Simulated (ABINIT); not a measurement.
Runs of ABINIT 10.8.3 (patched build) on As. The structure is orthorhombic, space group Cmce (No. 64). The conventional cell has a = 3.650 Å, b = 11.000 Å, c = 4.470 Å, α = 90.00°, β = 90.00°, γ = 90.00°. As (site symmetry m) is surrounded by 3 As at 2.48 to 2.49 Å. This isn't the form of As at room conditions, which is rhombohedral.

```tsv
level	cutoff (eV)	optimiser	force threshold (eV/Å)	dispersion computed by	fine-grid cutoff	cell freedom (optcell)	gap on the mesh (eV)	pressure (GPa)	relaxed volume (Å³/atom)	largest force (eV/Å)
PBE+D3	408	BFGS	0.05	simple-dftd3 1.7.0	816.342 eV	-	none	-0.1	(a)	0.02
PBE+D3(BJ)	408	BFGS	0.05	simple-dftd3 1.7.0	816.342 eV	-	none	0.1	20.91	0.02
r2SCAN	490	-	-	-	979.61 eV	2	0.15	0.0	24.29	0.01
PBE	408	BFGS	0.05	-	816.342 eV	-	none	-0.1	23.59	0.01
PBE+D4	408	BFGS	0.05	dftd4 4.3.1	816.342 eV	-	none	0.1	(b)	0.02
```

Alike in all rows: task relaxation of cell and atoms; potentials or basis JTH PAW PBE v2.0; no spin polarisation; cell relaxed; k mesh 4 × 4 × 3; smearing fermi-dirac 0.05 eV; the mesh is coarse, so values aren't converged.

Question: Estimate the missing entries.

Answer: (a) 22.30; (b) 20.93.

Caveats: all runs use coarse meshes; pairwise dispersion overbinds metals, which lowers pressure and volume (some runs); the PAW data sets were made with another functional, which shifts forces and pressure a little (some runs); an odd mesh through Γ misses points on the zone boundary, where band edges often lie (some runs).

A k mesh can miss the band edges, and the runs leave out spin-orbit coupling on As.

A gap of «none» marks a metal or a gap under the smearing width.
